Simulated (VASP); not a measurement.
# Interstitial C in a supercell of W, part 3 of 4

How easily does interstitial C form in W? The host is relaxed first, then a supercell is run with and without the defect.

VASP 6.6.1, plane waves and PAW; the level of theory is named at each step.

So far. Step 2 (The host at zero pressure): The run ended after 3 ionic steps, 0.003 eV below its first step, once forces and stress met EDIFFG = -0.02. Step 3 (The perfect supercell): The host is treated as a metal, as its relaxation found a gap under 0.3 eV or none, and only the neutral defect is run.

**4. Reference C**

This step: PBEsol; plane waves and PAW (C) (VASP 6.6.1).

System of this step: C. Symmetry: Fd-3m, No. 227, cubic system. The conventional cell has a = 3.570 Å, b = 3.570 Å, c = 3.570 Å, α = 90.00°, β = 90.00°, γ = 90.00°. C has 4 C at 1.55 Å nearest.

The reference for C is its crystal, relaxed at the cutoff of the large cell.

The input, INCAR:

```
SYSTEM = C
PREC = Normal
ENCUT = 400
EDIFF = 1E-05
NELM = 120
ISMEAR = 0
SIGMA = 0.1
LREAL = Auto
ALGO = Fast
GGA = PS
NBANDS = 10
LORBIT = 11
LWAVE = .FALSE.
LCHARG = .FALSE.
KPAR = 8
IBRION = 2
NSW = 25
ISIF = 3
EDIFFG = -0.02
POTIM = 0.4
```

The input, POSCAR:

```
C
1.0
    0.0000000000      1.7850000000      1.7850000000
    1.7850000000      0.0000000000      1.7850000000
    1.7850000000      1.7850000000      0.0000000000
C
2
Direct
    0.0000000000      0.0000000000      0.0000000000
    0.2500000000      0.2500000000      0.2500000000
```

The input, KPOINTS:

```
Automatic mesh
0
Gamma
13 13 13
0 0 0
```

The projector-augmented-wave data sets are C (PBE family, release 64).

Started as:

```sh
> mpirun -np 8 vasp_std
```

The program printed:

```text
[banner, memory and clock lines left out]
running    8 mpi-ranks, on    1 nodes
 distrk:  each k-point on    1 cores,    8 groups
 distr:  one band on    1 cores,    1 groups

 POSCAR found type information on POSCAR C
 POSCAR found :  1 types and       2 ions
 [... a notice as in an earlier step ...]

|                                                                             |
|               ----> ADVICE to this user running VASP <----                  |
|                                                                             |
|     You have a (more or less) 'small supercell' and for smaller cells       |
|     it is recommended to use the reciprocal-space projection scheme!        |
|     The real-space optimization is not efficient for small cells and it     |
|     is also less accurate ...                                               |
|     Therefore, set LREAL=.FALSE. in the INCAR file.                         |
|                                                                             |

 [... a notice as in an earlier step ...]

 LDA part: xc-table for (Slater+PW92), standard interpolation
 POSCAR, INCAR and KPOINTS ok, starting setup
 FFT: planning ... GRIDC
 FFT: planning ... GRID_SOFT
 FFT: planning ... GRID
 WAVECAR not read
 entering main loop
       N       E                     dE             d eps       ncg     rms          rms(c)
DAV:   1    -0.443189789702E+01   -0.44319E+01   -0.41853E+03  1754   0.636E+02
DAV:   2    -0.196317558377E+02   -0.15200E+02   -0.14511E+02  2296   0.107E+02
DAV:   3    -0.199059194078E+02   -0.27416E+00   -0.27373E+00  1984   0.113E+01
DAV:   4    -0.199063794862E+02   -0.46008E-03   -0.46006E-03  1818   0.543E-01
DAV:   5    -0.199063799242E+02   -0.43803E-06   -0.43800E-06  1912   0.162E-02    0.562E+00
RMM:   6    -0.194256565575E+02    0.48072E+00   -0.17913E-01  1680   0.309E+00    0.332E+00
RMM:   7    -0.192567879253E+02    0.16887E+00   -0.25611E-01  1680   0.388E+00    0.685E-01
RMM:   8    -0.192575596369E+02   -0.77171E-03   -0.77494E-03  1680   0.902E-01    0.602E-02
RMM:   9    -0.192576196239E+02   -0.59987E-04   -0.60963E-04  1674   0.234E-01    0.245E-02
RMM:  10    -0.192576291606E+02   -0.95367E-05   -0.63049E-05  1651   0.654E-02
   1 F= -.19257629E+02 E0= -.19257629E+02  d E =-.192576E+02
 curvature:   0.00 expect dE= 0.000E+00 dE for cont linesearch  0.000E+00
 trial: gam= 0.00000 g(F)=  0.685E-44 g(S)=  0.258E-01 ort = 0.000E+00 (trialstep = 0.100E+01)
 search vector abs. value=  0.258E-01
 bond charge predicted
       N       E                     dE             d eps       ncg     rms          rms(c)
DAV:   1    -0.192651555931E+02   -0.75360E-02   -0.40444E-01  1862   0.552E+00    0.588E-01
RMM:   2    -0.192603214299E+02    0.48342E-02   -0.40645E-03  1680   0.564E-01    0.324E-01
RMM:   3    -0.192583616648E+02    0.19598E-02   -0.24195E-03  1680   0.386E-01    0.334E-02
RMM:   4    -0.192583660542E+02   -0.43894E-05   -0.97465E-05  1669   0.105E-01
   2 F= -.19258366E+02 E0= -.19258366E+02  d E =-.736894E-03
 trial-energy change:   -0.000737  1 .order   -0.000151   -0.025811    0.025509
 step:   0.5200(harm=  0.5029)  dis= 0.00000  next Energy=   -19.264423 (dE=-0.679E-02)
 bond charge predicted
       N       E                     dE             d eps       ncg     rms          rms(c)
DAV:   1    -0.192659892313E+02   -0.76276E-02   -0.91460E-02  1790   0.260E+00    0.280E-01
RMM:   2    -0.192649071294E+02    0.10821E-02   -0.89370E-04  1680   0.262E-01    0.155E-01
RMM:   3    -0.192644698939E+02    0.43724E-03   -0.54436E-04  1680   0.182E-01    0.137E-02
RMM:   4    -0.192644702260E+02   -0.33216E-06   -0.22079E-05  1508   0.499E-02
   3 F= -.19264470E+02 E0= -.19264470E+02  d E =-.684107E-02
 curvature:  -0.25 expect dE=-0.827E-07 dE for cont linesearch -0.827E-07
 trial: gam=-0.00356 g(F)=  0.629E-44 g(S)=  0.329E-06 ort = 0.922E-04 (trialstep = 0.904E+00)
 search vector abs. value=  0.104E-09
 reached required accuracy - stopping structural energy minimisation
```

It took 1.2 s on 8 MPI ranks of Intel Xeon 6975P-C (Granite Rapids), shared host; peak memory 0.74 GiB; 4.7 s of CPU time.

OUTCAR, selected parts (step 4):

```text
  LATTYP: Found a face centered cubic cell.
 ALAT       =     3.5700000000

 Subroutine GETGRP returns: Found 48 space group operations
 (whereof 24 operations were pure point group operations)

The static configuration has the point symmetry T_d .
 The point group associated with its full space group is O_h .

 Found     84 irreducible k-points:

   k-points           NKPTS =     84   k-points in BZ     NKDIM =     84   number of bands    NBANDS=     10

   dimension x,y,z NGX =    12 NGY =   12 NGZ =   12
   dimension x,y,z NGXF=    24 NGYF=   24 NGZF=   24

   ENCUT  =  400.0 eV  29.40 Ry    5.42 a.u.   4.12  4.12  4.12*2*pi/ulx,y,z

   NELECT =       8.0000    total number of electrons

 E-fermi :  10.4670

 k-point     1 :       0.0000    0.0000    0.0000
  band No.  band energies     occupation
      1     -11.7974      2.00000
      2       9.9826      2.00000
      3       9.9837      2.00000
      4       9.9837      2.00000
      5      15.5671      0.00000
      6      15.5689      0.00000
      7      15.5689      0.00000
      8      23.7255      0.00000
      9      29.1484      0.00000
    ...

 k-point     2 :       0.0769    0.0000    0.0000
  band No.  band energies     occupation
      1     -11.6311      2.00000
      2       8.8889      2.00000
      3       9.6931      2.00000
      4       9.6941      2.00000
      5      15.9442      0.00000
      6      15.9458      0.00000
      7      16.2124      0.00000
      8      23.8522      0.00000
      9      29.4344      0.00000
    ...

  Total       -0.0023845     -0.0023845     -0.0023845      0.0000000      0.0000000     -0.0000000
  in kB       -0.3427099     -0.3427099     -0.3427099      0.0000000      0.0000000     -0.0000000
  external PRESSURE =      -0.3427099 kB  Pullay stress =       0.0000000 kB

  energy-cutoff  :      400.00
  volume of cell :       11.15
      direct lattice vectors                 reciprocal lattice vectors
     0.000000000  1.773039195  1.773039195    -0.282001662  0.282001662  0.282001662
     1.773039195 -0.000000000  1.773039195     0.282001662 -0.282001662  0.282001662
     1.773039195  1.773039195 -0.000000000     0.282001662  0.282001662 -0.282001662

 POSITION                                       TOTAL-FORCE (eV/Angst)
 -----------------------------------------------------------------------------------
      0.00000      0.00000      0.00000         0.000000      0.000000      0.000000
      0.88652      0.88652      0.88652        -0.000000     -0.000000     -0.000000
 -----------------------------------------------------------------------------------
    total drift:                               -0.000000     -0.000000      0.000000

  FREE ENERGIE OF THE ION-ELECTRON SYSTEM (eV)
  ---------------------------------------------------
  free  energy   TOTEN  =       -19.2644702260 eV

  energy  without entropy=      -19.2644702260  energy(sigma->0) =      -19.26447023

 total charge
# of ion       s       p       d       tot
------------------------------------------
    1        0.830   1.765   0.000   2.595
    2        0.830   1.765   0.000   2.595
--------------------------------------------------
tot          1.660   3.530   0.000   5.189

[... 1 part as in an earlier step ...]

[... 7 further parts left out ...]
```

The gap is read on the k-mesh alone, so it is an upper bound where the band edges lie off the mesh.

The steps of the relaxation:

```csv
step,energy less that of the first step (eV),largest force (eV/Å),pressure (GPa),volume (Å³)
1,0.0000,0.0000,-9.41,11.37
2,-0.0007,0.0000,9.66,10.94
3,-0.0068,0.0000,-0.03,11.15
```

```csv
"conventional cell, symmetrised",before,after,change
a (Å),3.570,3.546,-0.7 %
b (Å),3.570,3.546,-0.7 %
c (Å),3.570,3.546,-0.7 %
volume (Å³/atom),5.69,5.57,-2.0 %
```

The relaxed structure:

```cif
data_structure
_symmetry_space_group_name_H-M 'P 1'
_symmetry_Int_Tables_number 1
_cell_length_a 2.5075
_cell_length_b 2.5075
_cell_length_c 2.5075
_cell_angle_alpha 60.000
_cell_angle_beta 60.000
_cell_angle_gamma 60.000
_cell_volume 11.15
loop_
_atom_site_label
_atom_site_type_symbol
_atom_site_fract_x
_atom_site_fract_y
_atom_site_fract_z
_atom_site_occupancy
C1 C 0.00000 0.00000 0.00000 1
C2 C 0.25000 0.25000 0.25000 1
```

This step gave:

```yaml
electrons: 8
free_energy_toten: -19.26 eV
fermi_energy: 10.47 eV
labelled_metallic_from_the_levels_on_this_mesh: no
gap_on_the_k_mesh: 4.030 eV
least_direct_gap_on_the_k_mesh: 5.583 eV
```

The run ended after 3 ionic steps, 0.007 eV below its first step, once forces and stress met EDIFFG = -0.02.

Energy at zero smearing: -19.26447 eV.

(Part 3 of 4 ends here.)

[Lines on the potential files, build, host, timing and source positions are cut from VASP's logs without a mark.]

[Logs are printed without paths, hosts, clocks, repeated set-up lines and the standing remarks that a program may print on its own settings, such as how far it seeks lower states.]

[Hosts, paths, dates, database ids (printed as entryN), source tags and the programs' standing remarks are cut or masked in the printed files.]

[In band tables of VASP the shares of atoms and orbitals are scaled to a sum of 1 inside the atoms' spheres.]

[Runs that stopped without an error message from VASP are left out.]
